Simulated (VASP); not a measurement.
# BN: molecular dynamics with a thermostat

BN, P6_3mc (no. 186), 8 atoms in the cell. PBE, molecular dynamics; PAW potentials N, B (PBE set).

Ensemble: NVT; Target temperature (K): 1000.

## Input

INCAR:
```
SYSTEM = BN
GGA = PE
PREC = Normal
ENCUT = 400
EDIFF = 1E-5
NELMIN = 4
NELM = 60
ALGO = Normal
LREAL = Auto
LASPH = .True.
ISMEAR = 0
SIGMA = 0.05
ISYM = 0
LWAVE = .False.
LCHARG = .False.
IBRION = 0
NSW = 80
POTIM = 1.0
TEBEG = 1000
TEEND = 1000
ISIF = 2
MDALGO = 1
ANDERSEN_PROB = 0.05
RANDOM_SEED = 244787 0 0
KPAR = 2
```

KPOINTS:
```
k-points
0
Gamma
  4 2 3
```

POSCAR:
```
BN
1.0
    2.5539396017      0.0000000000      0.0000000000
    0.0000000000      4.4235531496      0.0000000000
    0.0000000000      0.0000000000      4.2268550000
N B
4 4
Direct
    0.0000000000      0.3333333334      0.1252760000
    0.4999999999      0.8333333334      0.1252760000
    0.5000000000      0.1666666666      0.6252760000
    0.0000000001      0.6666666666      0.6252760000
    0.0000000000      0.3333333334      0.4997240000
    0.4999999999      0.8333333334      0.4997240000
    0.5000000000      0.1666666666      0.9997240000
    0.0000000001      0.6666666666      0.9997240000
```

Commands:
```
cat potpaw_PBE.64/N/POTCAR potpaw_PBE.64/B/POTCAR > POTCAR
mpirun -np 2 vasp_std > vasp.out
```

## Result

- Mean temperature (K): 642
- Rise of the mean potential energy above the start (meV/atom): 70.5
- Electronic steps per ionic step after the first: 4.5

Course of the run:

| Time (fs) | Temperature (K) | Potential energy less the first (meV/atom) |
|---|---|---|
| 1 | 1001 | 0.0 |
| 7 | 141 | 53.2 |
| 13 | 383 | 43.3 |
| 19 | 823 | 40.5 |
| 25 | 279 | 100.2 |
| 31 | 757 | 56.5 |
| 37 | 796 | 33.8 |
| 44 | 424 | 88.9 |
| 50 | 706 | 76.8 |
| 56 | 918 | 70.9 |
| 62 | 707 | 93.7 |
| 68 | 713 | 101.2 |
| 74 | 783 | 103.6 |
| 80 | 812 | 107.0 |

REPORT:
```
MDALGO =   1
         ANDERSEN_PROB =  0.05000000
               SCALING =       0
                 CNEXP =     9.000   14.000
           RANDOM_SEED =            244787                0                0

   original number of atomic DOF:         21
   number of independent constraints:      0
   number of active DOF:                  21

========================================
         MD step No.       1
========================================

  Atomic velocities initialized by STEP_tb

  >Energies
                    E_tot             E_pot             E_kin               EPS                ES
   e_b>   -0.68694184E+02   -0.69599492E+02    0.90530800E+00    0.00000000E+00    0.00000000E+00

  >Temperature
               T_sim     T_inst
   tmprt>   1000.000   1000.533

  >Thermostat, num. of collisions:                0

           RANDOM_SEED =            244787              102                0

[... steps left out ...]

========================================
         MD step No.      80
========================================

  >Energies
                    E_tot             E_pot             E_kin               EPS                ES
   e_b>   -0.68009070E+02   -0.68743740E+02    0.73466936E+00    0.00000000E+00    0.00000000E+00

  >Temperature
               T_sim     T_inst
   tmprt>   1000.000    811.946

  >Thermostat, num. of collisions:                0

           RANDOM_SEED =            244787             5000                0
```

OSZICAR:
```
N       E                     dE             d eps       ncg     rms          rms(c)
DAV:   1     0.951284683555E+02    0.95128E+02   -0.14993E+04   588   0.121E+03
DAV:   2    -0.689850429051E+02   -0.16411E+03   -0.15811E+03   828   0.265E+02
DAV:   3    -0.733726666339E+02   -0.43876E+01   -0.43742E+01   728   0.470E+01
DAV:   4    -0.734040096913E+02   -0.31343E-01   -0.31317E-01   731   0.431E+00
DAV:   5    -0.734044247165E+02   -0.41503E-03   -0.41498E-03   728   0.468E-01    0.133E+01
DAV:   6    -0.699324638419E+02    0.34720E+01   -0.10892E+01   678   0.197E+01    0.655E+00
DAV:   7    -0.696580741273E+02    0.27439E+00   -0.44315E-01   728   0.472E+00    0.394E+00
DAV:   8    -0.696005270807E+02    0.57547E-01   -0.15653E-01   678   0.282E+00    0.305E-01
DAV:   9    -0.695990101890E+02    0.15169E-02   -0.43248E-03   718   0.458E-01    0.166E-01
DAV:  10    -0.695994849945E+02   -0.47481E-03   -0.10255E-03   747   0.231E-01    0.418E-02
DAV:  11    -0.695994868555E+02   -0.18610E-05   -0.20026E-04   723   0.870E-02    0.178E-02
DAV:  12    -0.695994916139E+02   -0.47585E-05   -0.18046E-05   494   0.338E-02
[... left out ...]
     77 T=   783. E= -.68026800E+02 F= -.68735108E+02 E0= -.68735108E+02  EK= 0.70831E+00 SP= 0.00E+00 SK= 0.00E+00
     79 T=   803. E= -.68009527E+02 F= -.68735694E+02 E0= -.68735694E+02  EK= 0.72617E+00 SP= 0.00E+00 SK= 0.00E+00
[... last step whole ...]
       N       E                     dE             d eps       ncg     rms          rms(c)
DAV:   1    -0.687435166880E+02   -0.78227E-02   -0.17892E-03   889   0.252E+00    0.417E-02
DAV:   2    -0.687437472606E+02   -0.23057E-03   -0.24526E-03   713   0.411E-01    0.273E-02
DAV:   3    -0.687437431778E+02    0.40828E-05   -0.19583E-05   579   0.375E-02    0.194E-02
DAV:   4    -0.687437396694E+02    0.35084E-05   -0.18848E-05   547   0.352E-02
     80 T=   812. E= -.68009070E+02 F= -.68743740E+02 E0= -.68743740E+02  EK= 0.73467E+00 SP= 0.00E+00 SK= 0.00E+00
```

Limits: 80 fs of 8 atoms are too short for converged averages; the cell is only 2.6 Å across, so each atom moves in step with near copies of itself.

VASP 6.6.1 took 97 s on 2 cores (Intel Xeon 6975P-C (Granite Rapids)), a shared host.
